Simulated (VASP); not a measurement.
# Ge: single point with TB-mBJ

The system is Ge.

```xyz
2
Lattice="0.0000 2.7827 2.9987 2.7827 0.0000 2.9987 2.7827 2.7827 0.0000" Properties=species:S:1:pos:R:3 pbc="T T T"
Ge    0.0000    0.0000    0.0000
Ge    1.3913    1.3913    1.4994
```

| Quantity | Value |
| --- | --- |
| Program | VASP 6.6.1 |
| Task | single point |
| Functional | TB-mBJ |
| Potentials or basis | VASP PAW PBE potentials, release 64 (Ge_d) |
| Cutoff | 520 eV |
| k mesh | 8 × 8 × 8 |
| Occupations | gaussian, width 0.02 eV |
| Spin | non-collinear spin, zero start, spin-orbit coupling |
| Starting moments | [[0.0, 0.0, 0.0], [0.0, 0.0, 0.0]] μB |
| Further INCAR settings | ALGO = Normal; EDIFF = 1e-06 |

```
Net moment                                            : 0.00 μB per cell
Valence electrons inside the program's atomic spheres : Ge 12.24
```

Moments on the atoms (μB; x, y, z):
```
Ge  0.00 0.00 0.00
Ge  0.00 0.00 0.00
```

Wall time 6.6 min on 1 thread of Intel(R) Xeon(R) 6975P-C (Granite Rapids), on a shared host, peak memory 0.38 GiB.
